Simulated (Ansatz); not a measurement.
Theory: DFT PBE, scalar-relativistic, plane waves, PAW (Ansatz). Settings: cutoff 420 eV, Γ-centred meshes spaced at most about 0.3 Å⁻¹, and about 0.25 Å⁻¹ or finer for metals (2π included), Gaussian smearing. No spin polarisation in the final relaxations.

Temperature and zero-point effects are left out. Lower structures may exist.

Problem. Which of these relaxed structures of MgS is the lowest in energy?
A.

Space group Pm-3m (No. 221). a = 3.276 Å, b = 3.276 Å, c = 3.276 Å, α = 90.00°, β = 90.00°, γ = 90.00°
| atom | site | symmetry | x | y | z |
| --- | --- | --- | --- | --- | --- |
| Mg | 1a | m-3m | 0.0000 | 0.0000 | 0.0000 |
| S | 1b | m-3m | 0.5000 | 0.5000 | 0.5000 |

B.

Space group Fm-3m (No. 225). a = 5.230 Å, b = 5.230 Å, c = 5.230 Å, α = 90.00°, β = 90.00°, γ = 90.00°
```json
{"atom": "Mg", "site": "4a", "symmetry": "m-3m", "x": "0.0000", "y": "0.0000", "z": "0.0000"}
{"atom": "S", "site": "4b", "symmetry": "m-3m", "x": "0.5000", "y": "0.0000", "z": "0.0000"}
```

C.

Space group F-43m (No. 216). a = 5.697 Å, b = 5.697 Å, c = 5.697 Å, α = 90.00°, β = 90.00°, γ = 90.00°
```
atom  site  symmetry       x       y       z
  Mg    4a      -43m  0.0000  0.0000  0.0000
   S    4c      -43m  0.2500  0.2500  0.2500
```

D.

Space group P-6m2 (No. 187). a = 3.610 Å, b = 3.610 Å, c = 3.305 Å, α = 90.00°, β = 90.00°, γ = 120.00°
| atom | site | symmetry | x | y | z |
| --- | --- | --- | --- | --- | --- |
| Mg | 1f | -6m2 | 0.6667 | 0.3333 | 0.5000 |
| S | 1a | -6m2 | 0.0000 | 0.0000 | 0.0000 |

Solution. B. It has the rock salt type, space group Fm-3m (No. 225); the next, C, with the zinc blende type, space group F-43m (No. 216), lies 14 meV/atom higher. Counting S atoms around Mg (those within 1.25 times the shortest such distance or 1.15 times the sum of covalent radii), the lowest has Mg 6 and the next has Mg 4.

The Fm-3m cell at 17.9 Å³/atom was relaxed from a cell as deposited in COD. The F-43m cell at 23.1 Å³/atom was relaxed from a Materials Project cell. With atoms moved at random, Fm-3m and F-43m came back. Other cells relaxed within their symmetry can be saddle points. Some types were kept out of the candidates beforehand, so the set may lack a known form.
